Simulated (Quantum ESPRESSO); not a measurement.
MnO: zone-centre phonons under several settings

```xyz
2
Lattice="0.0000 2.2239 2.2239 2.2239 0.0000 2.2239 2.2239 2.2239 0.0000" Properties=species:S:1:pos:R:3 pbc="T T T"
Mn    0.0000    0.0000    0.0000
O     2.2239    2.2239    2.2239
```

The cell is a database's computed one.

All runs used Quantum ESPRESSO 7.5; k mesh 8 × 8 × 8; relaxed cell; collinear spin, ferromagnetic start; cutoff 612 eV; occupations cold, width 0.2 eV.

```csv
level,potentials,volume (Å³/atom),pressure (GPa),lowest optical mode without the field (cm⁻¹)
LDA,GBRV 1.5 LDA,9.29,0.0,424
PBE,GBRV 1.5 PBE,11.03,0.0,270
PBEsol,GBRV 1.5 PBEsol,?,0.1,?
RPBE,GBRV 1.5 PBE,11.54,-0.2,221
PW91,GBRV 1.5 PBE,11.00,0.0,270
```

**Question.** What stands in the row left open?

**Answer.** Volume 10.29 Å³/atom; lowest optical mode without the field 339 cm⁻¹.

Caveats: the mesh is thin for the phonons of a metal; a cell with one magnetic atom can't hold antiferromagnetic order, which such compounds often take; the potentials were made for another functional, which shifts forces and pressure (some runs); the volume moved by over 15 % at a fixed basis, so the end points are rough (some runs).

For the row left open. Caveat: the mesh is thin for the phonons of a metal; a cell with one magnetic atom can't hold antiferromagnetic order, which such compounds often take.
